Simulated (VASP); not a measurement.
# HfN (Fm-3m) in VASP: optical spectrum with PBE

Aim: the optical spectrum of HfN with PBE.

All numbers are computed with VASP 6.6.1; they aren't measurements. Logs are shortened: lines on timing, memory, paths and dates and some standing lists are left out, and cuts for length are marked.

### Step 1. The crystal as given

Symmetry: Fm-3m, No. 225, cubic system. Conventional cell: a = 4.525 Å, b = 4.525 Å, c = 4.525 Å, α = 90.00°, β = 90.00°, γ = 90.00°. Hf (site symmetry m-3m) is surrounded by 6 N at 2.26 Å. Around N (site symmetry m-3m) lie 6 Hf at 2.26 Å.

The cell was built by a generator and isn't the measured one.

### Step 2. Optical spectrum, PBE, non-collinear spin, zero start, spin-orbit coupling

Contents of INCAR:

```
ALGO     = Normal         # electronic algorithm
CSHIFT   = 0.05         
EDIFF    = 1E-6           # SCF threshold, eV
ENCUT    = 520            # plane-wave cutoff, eV
GGA      = PE             # functional
GGA_COMPAT= F            
ISIF     = 2              # what is computed and relaxed
ISMEAR   = -1             # smearing method
LASPH    = T              # aspherical terms in the spheres
LCHARG   = F              # write CHGCAR
LMAXMIX  = 4              # l up to which the mixer works
LOPTICS  = T              # frequency-dependent dielectric function
LORBIT   = 11             # projections on sites
LREAL    = F              # projectors in reciprocal space
LSORBIT  = T              # spin-orbit coupling
LWAVE    = F              # write WAVECAR
MAGMOM   = 0 0 0 0 0 0    # initial moments
NBANDS   = 63             # bands
NEDOS    = 2000           # points of the DOS
NELM     = 60             # most SCF steps
PREC     = Accurate       # precision mode
SIGMA    = 0.05           # smearing width, eV
```

Contents of KPOINTS:

```
k-points
0
Gamma
  16 16 16
```

Contents of POSCAR:

```
HfN
1.0
    0.0000000000      2.2625000000      2.2625000000
    2.2625000000      0.0000000000      2.2625000000
    2.2625000000      2.2625000000      0.0000000000
Hf N
1 1
Direct
    0.0000000000      0.0000000000      0.0000000000
    0.5000000000      0.5000000000      0.5000000000
```

Potentials or basis: VASP PAW PBE potentials, release 64 (Hf_pv, N).

On the command line:

```console
cat potpaw_PBE.64/Hf_pv/POTCAR potpaw_PBE.64/N/POTCAR > POTCAR
mpirun -np 1 vasp_ncl > vasp.out
```

OUTCAR:

```text
EDIFF = 1E-6
   ENCUT = 520
   GGA = PE
   ISIF = 2
   ISMEAR = -1
   LASPH = T
   LORBIT = 11
   LREAL = F
   LSORBIT = T
   NELM = 60
   PREC = Accurate

 ion  position               nearest neighbor table
   1  0.000  0.000  0.000-   2 2.26   2 2.26   2 2.26   2 2.26   2 2.26   2 2.26
   2  0.500  0.500  0.500-   1 2.26   1 2.26   1 2.26   1 2.26   1 2.26   1 2.26

  LATTYP: Found a face centered cubic cell.
 ALAT       =     4.5250000000

  Lattice vectors:

 A1 = (   0.0000000000,   2.2625000000,   2.2625000000)
 A2 = (   2.2625000000,   0.0000000000,   2.2625000000)
 A3 = (   2.2625000000,   2.2625000000,   0.0000000000)

Analysis of symmetry for initial positions (statically):
=====================================================================
 Subroutine PRICEL returns:
 Original cell was already a primitive cell.

 Routine SETGRP: Setting up the symmetry group for a
 face centered cubic supercell.

 Subroutine GETGRP returns: Found 48 space group operations
 (whereof 48 operations were pure point group operations)
 out of a pool of 48 trial point group operations.

The static configuration has the point symmetry O_h .

Analysis of symmetry for dynamics (positions and initial velocities):
=====================================================================
 Subroutine PRICEL returns:
 Original cell was already a primitive cell.

 Routine SETGRP: Setting up the symmetry group for a
 face centered cubic supercell.

 Subroutine GETGRP returns: Found 48 space group operations
 (whereof 48 operations were pure point group operations)
 out of a pool of 48 trial point group operations.

The dynamic configuration has the point symmetry O_h .

Analysis of structural, dynamic, and magnetic symmetry:
=====================================================================
 Subroutine PRICEL returns:
 Original cell was already a primitive cell.

 Routine SETGRP: Setting up the symmetry group for a
 face centered cubic supercell.

 Subroutine GETGRP returns: Found 48 space group operations
 (whereof 48 operations were pure point group operations)
 out of a pool of 48 trial point group operations.

The overall configuration has the point symmetry O_h .

 Subroutine INISYM returns: Found 48 space group operations
 (whereof 48 operations are pure point group operations),
 and found     1 'primitive' translations

----------------------------------------------------------------------------------------

                                     Primitive cell

  volume of cell :      23.1631

  direct lattice vectors                    reciprocal lattice vectors
     0.000000000  2.262500000  2.262500000    -0.220994475  0.220994475  0.220994475
     2.262500000  0.000000000  2.262500000     0.220994475 -0.220994475  0.220994475
     2.262500000  2.262500000  0.000000000     0.220994475  0.220994475 -0.220994475

  length of vectors
     3.199658185  3.199658185  3.199658185     0.382773659  0.382773659  0.382773659

  position of ions in fractional coordinates (direct lattice)
     0.000000000  0.000000000  0.000000000
     0.500000000  0.500000000  0.500000000
[... 880 lines left out ...]
      0.00000      0.00000      0.00000        -0.000000      0.000000     -0.000000
      2.26250      2.26250      2.26250         0.000000     -0.000000      0.000000
 -----------------------------------------------------------------------------------
    total drift:                               -0.000000     -0.000000     -0.000000

  FREE ENERGIE OF THE ION-ELECTRON SYSTEM (eV)
  ---------------------------------------------------
  free  energy   TOTEN  =       -22.4115676678 eV

  energy  without entropy=      -22.4068922700  energy(sigma->0) =      -22.40922997

 electrical conductivity sigma (Mega S m-1) (frequency dependency in vasprun.xml)
  --------------------------------------------------------------------------------------
         NaN         NaN         NaN
         NaN         NaN         NaN
         NaN         NaN         NaN

  frequency dependent IMAGINARY DIELECTRIC FUNCTION (independent particle, no local field effects) density-density
     E(ev)      X         Y         Z        XY        YZ        ZX
  --------------------------------------------------------------------------------------------------------------
     0.00000     0.00114     0.00114     0.00114     0.00000     0.00000     0.00000
     1.01567     0.89851     0.89851     0.89851    -0.00000     0.00000     0.00000
     2.03135     0.23052     0.23052     0.23052    -0.00000     0.00000    -0.00000
     3.04702     1.55412     1.55412     1.55412    -0.00000    -0.00000     0.00000
     4.06270     2.07452     2.07452     2.07452     0.00000     0.00000    -0.00000
     5.07837     4.68129     4.68129     4.68129    -0.00000    -0.00000     0.00000
[... 92 lines left out ...]
    99.53604     0.00000     0.00000     0.00000     0.00000     0.00000     0.00000
   100.55172     0.00000     0.00000     0.00000     0.00000     0.00000     0.00000

  frequency dependent      REAL DIELECTRIC FUNCTION (independent particle, no local field effects) density-density
     E(ev)        X           Y           Z          XY          YZ          ZX
  --------------------------------------------------------------------------------------------------------------
     0.00000   201.43252   201.43252   201.43252     0.00000     0.00000    -0.00000
     1.01567    -1.19051    -1.19051    -1.19051     0.00000     0.00000     0.00000
     2.03135     4.24584     4.24584     4.24584     0.00000     0.00000     0.00000
     3.04702     6.64614     6.64614     6.64614     0.00000     0.00000     0.00000
     4.06270     6.94911     6.94911     6.94911    -0.00000     0.00000    -0.00000
     5.07837     9.34507     9.34507     9.34507    -0.00000    -0.00000     0.00000
[... 92 lines left out ...]
    99.53604     0.89508     0.89508     0.89508     0.00000     0.00000     0.00000
   100.55172     0.89748     0.89748     0.89748     0.00000     0.00000     0.00000

  frequency dependent IMAGINARY DIELECTRIC FUNCTION (independent particle, no local field effects) current-current
     E(ev)      X         Y         Z        XY        YZ        ZX
  --------------------------------------------------------------------------------------------------------------
     0.00000   778.25157   778.25157   778.25157     0.00000    -0.00000     0.00000
     1.01567     0.93215     0.93215     0.93215    -0.00000     0.00000    -0.00000
     2.03135     0.23831     0.23831     0.23831     0.00000    -0.00000     0.00000
     3.04702     1.57428     1.57428     1.57428     0.00000    -0.00000     0.00000
     4.06270     2.03794     2.03794     2.03794     0.00000     0.00000     0.00000
     5.07837     4.69724     4.69724     4.69724     0.00000    -0.00000     0.00000
[... 92 lines left out ...]
    99.53604    -0.00000    -0.00000    -0.00000     0.00000    -0.00000     0.00000
   100.55172    -0.00000    -0.00000    -0.00000     0.00000    -0.00000     0.00000

  frequency dependent      REAL DIELECTRIC FUNCTION (independent particle, no local field effects) current-current
     E(ev)        X           Y           Z          XY          YZ          ZX
  --------------------------------------------------------------------------------------------------------------
     0.00000   -42.09328   -42.09328   -42.09328    -0.00000    -0.00000    -0.00000
     1.01567    -0.85456    -0.85456    -0.85456     0.00000     0.00000     0.00000
     2.03135     4.32580     4.32580     4.32580     0.00000     0.00000     0.00000
     3.04702     6.62008     6.62008     6.62008     0.00000     0.00000     0.00000
     4.06270     6.91368     6.91368     6.91368     0.00000     0.00000     0.00000
     5.07837     9.25639     9.25639     9.25639     0.00000     0.00000     0.00000
[... 92 lines left out ...]
    99.53604     0.89510     0.89510     0.89510     0.00000     0.00000     0.00000
   100.55172     0.89750     0.89750     0.89750     0.00000     0.00000     0.00000

 Spin-Orbit-Coupling matrix elements

 Ion:    1  E_soc:     -1.2913067
 l=   1
     0.0000000    -0.2079030    -0.2079030
    -0.2079030     0.0000000    -0.2079030
    -0.2079030    -0.2079030     0.0000000
 l=   2
     0.0000000    -0.0021193     0.0000000    -0.0021193    -0.0051955
    -0.0021193     0.0000000    -0.0038966    -0.0021193    -0.0012989
     0.0000000    -0.0038966     0.0000000    -0.0038966     0.0000000
    -0.0021193    -0.0021193    -0.0038966     0.0000000    -0.0012989
    -0.0051955    -0.0012989     0.0000000    -0.0012989     0.0000000
 l=   3
     0.0000000     0.0000000     0.0000000     0.0000000     0.0000000     0.0000000     0.0000000
     0.0000000     0.0000000     0.0000000     0.0000000     0.0000000     0.0000000     0.0000000
     0.0000000     0.0000000     0.0000000     0.0000000     0.0000000     0.0000000     0.0000000
     0.0000000     0.0000000     0.0000000     0.0000000     0.0000000     0.0000000     0.0000000
     0.0000000     0.0000000     0.0000000     0.0000000     0.0000000     0.0000000     0.0000000
     0.0000000     0.0000000     0.0000000     0.0000000     0.0000000     0.0000000     0.0000000
     0.0000000     0.0000000     0.0000000     0.0000000     0.0000000     0.0000000     0.0000000

 Ion:    2  E_soc:     -0.0003989
 l=   1
     0.0000000    -0.0000665    -0.0000665
    -0.0000665     0.0000000    -0.0000665
    -0.0000665    -0.0000665     0.0000000
 l=   2
     0.0000000     0.0000000     0.0000000     0.0000000     0.0000000
     0.0000000     0.0000000     0.0000000     0.0000000     0.0000000
     0.0000000     0.0000000     0.0000000     0.0000000     0.0000000
     0.0000000     0.0000000     0.0000000     0.0000000     0.0000000
     0.0000000     0.0000000     0.0000000     0.0000000     0.0000000
 l=   3
     0.0000000     0.0000000     0.0000000     0.0000000     0.0000000     0.0000000     0.0000000
     0.0000000     0.0000000     0.0000000     0.0000000     0.0000000     0.0000000     0.0000000
     0.0000000     0.0000000     0.0000000     0.0000000     0.0000000     0.0000000     0.0000000
     0.0000000     0.0000000     0.0000000     0.0000000     0.0000000     0.0000000     0.0000000
     0.0000000     0.0000000     0.0000000     0.0000000     0.0000000     0.0000000     0.0000000
     0.0000000     0.0000000     0.0000000     0.0000000     0.0000000     0.0000000     0.0000000
     0.0000000     0.0000000     0.0000000     0.0000000     0.0000000     0.0000000     0.0000000

 total charge

# of ion       s       p       d       tot
------------------------------------------
    1        0.290   6.615   1.759   8.665
    2        1.234   2.507   0.000   3.741
--------------------------------------------------
tot          1.524   9.123   1.759  12.406

 magnetization (x)

# of ion       s       p       d       tot
------------------------------------------
    1        0.000  -0.000   0.000   0.000
    2       -0.000   0.000   0.000   0.000
--------------------------------------------------
tot          0.000  -0.000   0.000   0.000

 magnetization (y)

# of ion       s       p       d       tot
------------------------------------------
    1       -0.000  -0.000   0.000  -0.000
    2        0.000   0.000   0.000   0.000
--------------------------------------------------
tot          0.000  -0.000   0.000  -0.000

 magnetization (z)

# of ion       s       p       d       tot
------------------------------------------
    1       -0.000  -0.000   0.000  -0.000
    2        0.000   0.000   0.000   0.000
--------------------------------------------------
tot          0.000  -0.000   0.000  -0.000
```

Run time: 9.7 min. Hardware: 1 thread of AMD EPYC 7R43 (Zen 3), shared host; peak memory 0.62 GiB.

Results:

```yaml
Free_energy: -22.4116 eV
Pressure: 1.9 GPa
Net_moment: 0.00 μB per cell
Valence_electrons_inside_the_program's_atomic_spheres: Hf 8.66; N 3.74
```

Dielectric function (mean over the directions given):
```
energy (eV)  real part  imaginary part
       0.25     -12.68          226.61
       0.71     -11.94            1.02
       1.22       1.34            1.56
       1.73       3.05            2.52
       2.23       4.94            0.60
       2.74       6.12            0.38
       3.25       6.33            1.63
       3.76       7.71            1.11
       4.27       7.72            1.42
       4.77       8.92            2.03
       5.28       9.09            4.08
       5.79       8.06            7.20
       6.30       7.17            8.38
       6.80       4.63            5.53
       7.31       4.22            6.78
       7.82       2.35            6.88
       8.33       2.73            7.86
       8.84       1.11            8.13
       9.34       1.45            5.79
       9.85       0.12            6.10
      10.31      -0.73            7.25
      10.82      -0.82            7.55
      11.32      -1.76            6.57
      11.83      -3.07            4.77
      12.34      -2.65            2.28
      12.85      -1.37            2.08
      13.36      -0.97            1.46
      13.86      -1.02            1.86
      14.37      -0.72            1.23
      14.88      -0.66            1.27
      15.39      -0.10            1.25
      15.90      -0.07            1.36
      16.40      -0.26            1.30
      16.91      -0.27            1.50
      17.42      -0.04            0.73
      17.93       0.13            0.95
      18.43       0.44            0.80
      18.94       0.74            1.22
      19.45       0.04            1.47
      19.96       0.31            1.17
```

Moments on the atoms (μB; x, y, z):
```
Hf  0.00 0.00 0.00
N   0.00 0.00 0.00
```

Caveat: independent-particle spectra lack excitons.
